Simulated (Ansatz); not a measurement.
The system is InP.

```
CELL_PARAMETERS angstrom
0.00000 2.93050 2.93050
2.93050 0.00000 2.93050
2.93050 2.93050 0.00000
ATOMIC_POSITIONS crystal
In 0.00000 0.00000 0.00000
P 0.75000 0.75000 0.75000
```

Base run:

| Item | Value |
| --- | --- |
| Program | Ansatz 0.2.0 |
| Functional | PBE-EpsX |
| Potentials or basis | Ansatz PAW |
| Cutoff | 420 eV |
| Density cutoff | 1680 eV |
| k mesh | 5 × 5 × 5 |
| Occupations | fermi-dirac, width 0.05 eV |
| Spin | no spin polarisation |

Its results: band gap on the k mesh 1.22 eV, direct.

Question: After a change of settings the same cell gave: band gap on the k mesh 0.59 eV, direct. Which change was it?
A. functional from PBE-EpsX to r2SCAN50; cutoff from 420 eV to 500 eV; density cutoff from 1680 eV to 2000 eV; k mesh from 5 × 5 × 5 to 4 × 4 × 4
B. functional from PBE-EpsX to PBE0; k mesh from 5 × 5 × 5 to 4 × 4 × 4
C. functional from PBE-EpsX to BLYP
D. functional from PBE-EpsX to r2SCAN0; cutoff from 420 eV to 500 eV; density cutoff from 1680 eV to 2000 eV

Answer: C.

PBE-EpsX gives the wider gap, since exact exchange removes part of the self-interaction.

Caveats: spin-orbit coupling is left out, which moves the levels of the heavy elements.

Not every run made on this cell is shown here.
